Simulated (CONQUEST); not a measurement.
TePb:

```xyz
4
Lattice="4.5693 0.0000 0.0000 0.0000 4.5693 0.0000 0.0000 0.0000 6.4620" Properties=species:S:1:pos:R:3 pbc="T T T"
Pb    2.2634    2.2484    3.2312
Pb    4.5481    4.5330    0.0002
Te    2.2742    2.2806    0.0466
Te    4.5589    4.5653    3.2776
```

The cell isn't the ideal one: atoms moved at random, drawn with an rms of 0.05 Å.

Base run:

| Quantity | Value |
| --- | --- |
| Program | CONQUEST 1.3 |
| Functional | PBE |
| Potentials or basis | PseudoDojo NC PBE, SZ, linear scaling with L range 18 bohr, grid cutoff 120 Ha |
| Occupations | none (density matrix without k points) |
| Spin | no spin polarisation |

Its results: pressure 14.6 GPa; largest force 0.149 eV/Å.

Task: The run is repeated on the same cell with these changes: potentials or basis from PseudoDojo NC PBE, SZ, linear scaling with L range 18 bohr, grid cutoff 120 Ha to PseudoDojo NC PBE, SZ, linear scaling with L range 20 bohr, grid cutoff 120 Ha. What comes out?

Result: Pressure 9.9 GPa; largest force 0.017 eV/Å.

Caveats: the atomic basis is small; the density matrix is cut off at a finite range, which raises the energy and shifts forces and pressure; the basis of atomic orbitals isn't converged, which shifts pressures, moduli and gaps.
